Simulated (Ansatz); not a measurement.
**Deforming Rh**

```
CELL_PARAMETERS angstrom
0.00000 1.90299 1.90299
1.90299 0.00000 1.90299
1.90299 1.90299 0.00000
ATOMIC_POSITIONS crystal
Rh 0.00000 0.00000 0.00000
```

The conventional cell has a = 3.806 Å, b = 3.806 Å, c = 3.806 Å, α = 90.00°, β = 90.00°, γ = 90.00°. Rh (atom 1) is surrounded by 12 Rh at 2.69 Å.

Structure from Materials Project entry mp-74 (possibly hypothetical), not relaxed further.

Spin polarisation is left out, and whether a magnetic state lies lower isn't shown here.

Method: Ansatz 0.2.0, DFT, LDA, all-electron LAPW, scalar-relativistic.

Sampling and basis: a Γ-centred 18×18×18 k mesh, Fermi–Dirac smearing of 0.05 eV, basis error target 0.5 meV/atom, no spin polarisation.

The unchanged cell is at -11.80 GPa, so energy changes include a term −P ΔV where the volume moves.

In a metal, stresses and small energies carry noise from the k mesh.

x, y and z are the Cartesian axes of the cell as listed; fractional coordinates follow a strain, and an engineering shear is twice the off-diagonal strain component.

With this change (equal xy, yz and zx engineering shear strains of +4 %), what becomes of the energy and stress?

Energy change +37 meV/atom; stress change (xx, yy, zz, yz, xz, xy) 1.65, 1.65, 1.65, -7.37, -7.37, -7.37 GPa, compression positive.

With this change (z strained by -1 % at fixed volume), what becomes of the energy and stress?

Energy change +2 meV/atom; stress change (xx, yy, zz, yz, xz, xy) -1.22, -1.22, 2.55, 0.00, 0.00, 0.00 GPa, compression positive.
